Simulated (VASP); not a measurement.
Here is a VASP 6.6.1 calculation.

File INCAR:

```
SYSTEM = Ta
ALGO = Normal
EDIFF = 1E-7
EDIFFG = -0.005
ENCUT = 600
GGA = PE
IBRION = 2
ISIF = 3
ISMEAR = 0
LASPH = .TRUE.
LCHARG = .FALSE.
LREAL = .FALSE.
LWAVE = .FALSE.
NELM = 100
NSW = 90
PREC = Accurate
SIGMA = 0.1
```

File KPOINTS:

```
k-points
0
G
  18 18 18
  0 0 0
```

File POSCAR:

```
Ta
1.0
   -1.6549278100      1.6549278100      1.6549278100
    1.6549278100     -1.6549278100      1.6549278100
    1.6549278100      1.6549278100     -1.6549278100
Ta
1
Direct
    0.0000000000      0.0000000000      0.0000000000
```

Potentials or basis: VASP PAW PBE potentials, release 64 (Ta_pv).

Run with:

```bash
$ cat potpaw_PBE.64/Ta_pv/POTCAR > POTCAR
$ mpirun -np 1 vasp_std > vasp.out
```

Problem. Estimate the relaxed cell.

Solution. a = 2.875 Å, b = 2.875 Å, c = 2.875 Å, α = 109.47°, β = 109.47°, γ = 109.47°.

Problem. What does it give for the relaxed volume?

Solution. 18.29 Å³/atom.

Problem. Predict the band gap on the k mesh.

Solution. None (metal or under the smearing width).

Problem. What does it give for the space group after relaxing (to 0.05 Å)?

Solution. Im-3m (No. 229).

The path:
```tsv
step	energy change (eV)	largest force (eV/Å)	pressure (GPa)	volume (Å³)
1	0.0000	0.0000	1.73	18.13
2	0.0034	0.0000	-3.67	18.65
3	-0.0008	0.0000	0.00	18.29
```

The run has no spin-orbit coupling, so splittings on Ta are missing.
